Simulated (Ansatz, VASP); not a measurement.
# Li (a cell with a defect) in VASP and in Ansatz

```
CELL_PARAMETERS angstrom
6.98000 0.00000 0.00000
0.00000 6.98000 0.00000
0.00000 0.00000 6.98000
ATOMIC_POSITIONS crystal
Li 0.95407 0.98241 0.03705
Li 0.49978 0.98935 0.00718
Li 0.01608 0.47067 0.99296
Li 0.92794 0.97918 0.45039
Li 0.24425 0.23303 0.25707
Li 0.49886 0.52275 0.03381
Li 0.50153 0.98905 0.49606
Li 0.73329 0.26315 0.24545
Li 0.01148 0.47260 0.50993
Li 0.22885 0.75302 0.25821
Li 0.36046 0.32567 0.75599
Li 0.50677 0.52084 0.47334
Li 0.76191 0.70931 0.24321
Li 0.74724 0.25336 0.75291
Li 0.25601 0.72677 0.75318
Li 0.75165 0.73248 0.75299
Li 0.12535 0.08177 0.72900
```

Alike in both runs: functional PBE; k mesh 2 × 2 × 2; occupations fermi-dirac, width 0.15 eV; no spin polarisation.

Ansatz relaxed the structure, and its values are those at the end. VASP's run is a single point on that final structure, the one shown.

```csv
,VASP,Ansatz
version,VASP 6.6.1,Ansatz 0.2.0
potentials or method,"VASP PAW PBE potentials, release 64 (Li_sv)","scalar-relativistic, plane waves, PAW"
plane-wave cutoff (eV),520,420
valence electrons in the cell,51,51
```

VASP gave:

| Quantity | Value |
| --- | --- |
| rms of the force components (eV/Å) | 0.017 |

Problem. What did Ansatz give for the same quantities?

Solution. rms of the force components (eV/Å): 0.016.

Caveats: the k mesh is coarse (spacing up to 0.45 Å⁻¹), so the values aren't converged.
